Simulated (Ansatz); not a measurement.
# GaN: a single-point run

The task is a single-point run on GaN. The structure is shown as the input types it. The cell is built on a prototype (rocksalt) and needn't be the phase found in nature.

Method: density functional or hybrid calculation with the settings of its input, plane waves (as first typed), in Ansatz 0.2.0.

5 further runs of the same task are left out: 5 that didn't finish.

## (1) The system as given

It takes space group Fm-3m (No. 225, cubic). Conventional cell: a = 4.217 Å, b = 4.217 Å, c = 4.217 Å, α = 90.00°, β = 90.00°, γ = 90.00°. Ga (site symmetry m-3m) is surrounded by 6 N at 2.11 Å. Around N (site symmetry m-3m) lie 6 Ga at 2.11 Å.

Structure file:

```xyz
2
Lattice="0.0000 2.1085 2.1085 2.1085 0.0000 2.1085 2.1085 2.1085 0.0000" Properties=species:S:1:pos:R:3 pbc="T T T"
Ga    0.0000    0.0000    0.0000
N     2.1085    2.1085    2.1085
```

## (2) Running it

The input, input.yaml:

```yaml
crystal:
  lattice:
    - [0.0, 2.108515235, 2.108515235]
    - [2.108515235, 0.0, 2.108515235]
    - [2.108515235, 2.108515235, 0.0]
  atoms:
    - { symbol: Ga, position: [0.0, 0.0, 0.0] }
    - { symbol: "N", position: [0.5, 0.5, 0.5] }
kpoints:
  mp_grid: { grid: [8, 8, 8] }
hamiltonian:
  xc: pbe
scf:
  occupations: { method: methfessel_paxton, width: 4 }
  n_extra_bands: 4
output:
  forces: true
  stress: true
  eigenvalues: true
```

Command:

```bash
> ansatz run input.yaml --threads 4 --pin off --max-ram 3686MiB --backend cpu --events-out ev --progress --plain --runs-dir out
```

What happens when this is run?

The run converged and reported no error. Convergence says nothing about whether the input makes sense.

In the input, scf.occupations.method is methfessel_paxton; scf.occupations.width is 4. The width is far wider than usual, so occupations near the Fermi level are blurred and the entropy term grows.

Run again and compare: delete scf.occupations.width (the default then holds) and set scf.occupations.method to fixed.
